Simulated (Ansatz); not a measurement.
Relaxed (111) slab cut from CoO (space group Fm-3m (No. 225)); the slab's formula is Co5O4, its outer planes Co (top) and Co (bottom):

```xyz
9
Lattice="2.9465 0.0000 0.0000 -1.4732 2.5517 0.0000 0.0000 0.0000 24.6231" Properties=species:S:1:pos:R:3 pbc="T T T"
Co    1.4732    0.8506    7.8453
O     0.0000    0.0000    8.3949
Co    0.0000    1.7011    9.9660
O     1.4732    0.8506   11.0471
Co    0.0000    0.0000   12.3116
O     0.0000    1.7011   13.5759
Co    1.4732    0.8506   14.6572
O     0.0000    0.0000   16.2281
Co    0.0000    1.7011   16.7778
```

Method: Ansatz, DFT PBEsol, scalar-relativistic, plane waves, PAW. Settings: cutoff 420 eV, Γ-centred mesh 12×12×1 on the computed 9-atom cell, Gaussian smearing of 0.10 eV; collinear spin from starting moments 2.57 0.32 2.57 0.32 2.57 0.32 2.57 0.32 2.57 μB. A dipole correction removes the field between periodic images along c.

The potential is the smooth part; its values at the atoms depend on the PAW datasets. The run ends with site moments 1.2 0.2 2.2 0.3 2.4 0.3 2.2 0.2 1.2 μB.

(1) How does the plane-averaged electrostatic potential energy of an electron run along c, counted from the Fermi level?

The state reached may not be the lowest one. The run saw a state lower than the one given here. Moments started parallel, and an antiferromagnetic order may lie lower. Semilocal functionals without U can misjudge the magnetic state of such a slab.

Results:

(1)
```json
{"z (Å)": "3.01", "V (eV)": "4.66"}
{"z (Å)": "3.28", "V (eV)": "4.66"}
{"z (Å)": "3.56", "V (eV)": "4.66"}
{"z (Å)": "3.83", "V (eV)": "4.66"}
{"z (Å)": "4.10", "V (eV)": "4.66"}
{"z (Å)": "4.38", "V (eV)": "4.65"}
{"z (Å)": "4.65", "V (eV)": "4.65"}
{"z (Å)": "4.92", "V (eV)": "4.63"}
{"z (Å)": "5.20", "V (eV)": "4.61"}
{"z (Å)": "5.47", "V (eV)": "4.56"}
{"z (Å)": "5.75", "V (eV)": "4.46"}
{"z (Å)": "6.02", "V (eV)": "4.25"}
{"z (Å)": "6.29", "V (eV)": "3.86"}
{"z (Å)": "6.57", "V (eV)": "3.09"}
{"z (Å)": "6.84", "V (eV)": "1.59"}
{"z (Å)": "7.11", "V (eV)": "-2.28"}
{"z (Å)": "7.39", "V (eV)": "-8.83"}
{"z (Å)": "7.66", "V (eV)": "-14.49"}
{"z (Å)": "7.93", "V (eV)": "-18.84"}
{"z (Å)": "8.21", "V (eV)": "-18.69"}
{"z (Å)": "8.48", "V (eV)": "-13.49"}
{"z (Å)": "8.75", "V (eV)": "-6.67"}
{"z (Å)": "9.03", "V (eV)": "-2.57"}
{"z (Å)": "9.30", "V (eV)": "-5.14"}
{"z (Å)": "9.58", "V (eV)": "-10.91"}
{"z (Å)": "9.85", "V (eV)": "-14.57"}
{"z (Å)": "10.12", "V (eV)": "-14.28"}
{"z (Å)": "10.40", "V (eV)": "-10.92"}
{"z (Å)": "10.67", "V (eV)": "-8.72"}
{"z (Å)": "10.94", "V (eV)": "-7.99"}
{"z (Å)": "11.22", "V (eV)": "-7.11"}
{"z (Å)": "11.49", "V (eV)": "-5.79"}
{"z (Å)": "11.76", "V (eV)": "-7.77"}
{"z (Å)": "12.04", "V (eV)": "-12.79"}
{"z (Å)": "12.31", "V (eV)": "-14.87"}
{"z (Å)": "12.59", "V (eV)": "-12.80"}
{"z (Å)": "12.86", "V (eV)": "-7.78"}
{"z (Å)": "13.13", "V (eV)": "-5.79"}
{"z (Å)": "13.41", "V (eV)": "-7.11"}
{"z (Å)": "13.68", "V (eV)": "-7.98"}
{"z (Å)": "13.95", "V (eV)": "-8.72"}
{"z (Å)": "14.23", "V (eV)": "-10.92"}
{"z (Å)": "14.50", "V (eV)": "-14.28"}
{"z (Å)": "14.77", "V (eV)": "-14.57"}
{"z (Å)": "15.05", "V (eV)": "-10.91"}
{"z (Å)": "15.32", "V (eV)": "-5.14"}
{"z (Å)": "15.59", "V (eV)": "-2.57"}
{"z (Å)": "15.87", "V (eV)": "-6.67"}
{"z (Å)": "16.14", "V (eV)": "-13.49"}
{"z (Å)": "16.42", "V (eV)": "-18.69"}
{"z (Å)": "16.69", "V (eV)": "-18.84"}
{"z (Å)": "16.96", "V (eV)": "-14.48"}
{"z (Å)": "17.24", "V (eV)": "-8.83"}
{"z (Å)": "17.51", "V (eV)": "-2.28"}
{"z (Å)": "17.78", "V (eV)": "1.59"}
{"z (Å)": "18.06", "V (eV)": "3.09"}
{"z (Å)": "18.33", "V (eV)": "3.86"}
{"z (Å)": "18.60", "V (eV)": "4.26"}
{"z (Å)": "18.88", "V (eV)": "4.46"}
{"z (Å)": "19.15", "V (eV)": "4.56"}
{"z (Å)": "19.42", "V (eV)": "4.61"}
{"z (Å)": "19.70", "V (eV)": "4.63"}
{"z (Å)": "19.97", "V (eV)": "4.65"}
{"z (Å)": "20.25", "V (eV)": "4.65"}
{"z (Å)": "20.52", "V (eV)": "4.66"}
{"z (Å)": "20.79", "V (eV)": "4.66"}
{"z (Å)": "21.07", "V (eV)": "4.66"}
{"z (Å)": "21.34", "V (eV)": "4.66"}
{"z (Å)": "21.61", "V (eV)": "4.66"}
```

The vacuum level lies 4.66 eV above the Fermi level.

Cost: 1 run of about 10 core-minutes, on Intel Xeon 6975P-C (Granite Rapids) (shared hosts).